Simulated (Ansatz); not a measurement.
**Co (Fm-3m)**

Computed with Ansatz, DFT PBE, scalar-relativistic, plane waves, PAW.

Settings: cutoff 420 eV, Γ-centred mesh 20×20×20 on the computed 1-atom cell, Gaussian smearing of 0.10 eV; collinear spin from starting moments 1.88 μB.

The structure is relaxed at this level of theory with its symmetry kept. This fcc form isn't the element's structure at ambient conditions.

Symmetry: Fm-3m, No. 225, cubic system. The conventional cell has a = 3.520 Å, b = 3.520 Å, c = 3.520 Å, α = 90.00°, β = 90.00°, γ = 90.00°. Around Co (site symmetry m-3m) lie 12 Co at 2.49 Å.

- Volume per atom: 10.91 Å³
- Formation energy from the elements' standard states (uncorrected): +0.016 eV/atom
- Kohn–Sham band gap: none (metal)
- Density of states at the Fermi level: 1.21 states/eV per cell
- Löwdin character within 0.5 eV of the Fermi level: Co 3d 92 %
- Bader charges (e): Co (1 in the cell) 0.00
- Total moment: 1.64 μB per cell
- Site moments (μB; atoms counted from 1 over the whole cell): Co (atom 1) 1.71

Only this magnetic start was tried.

Cost: 1 run of about 0.32 core-minutes, on Arm Neoverse V1 (shared hosts).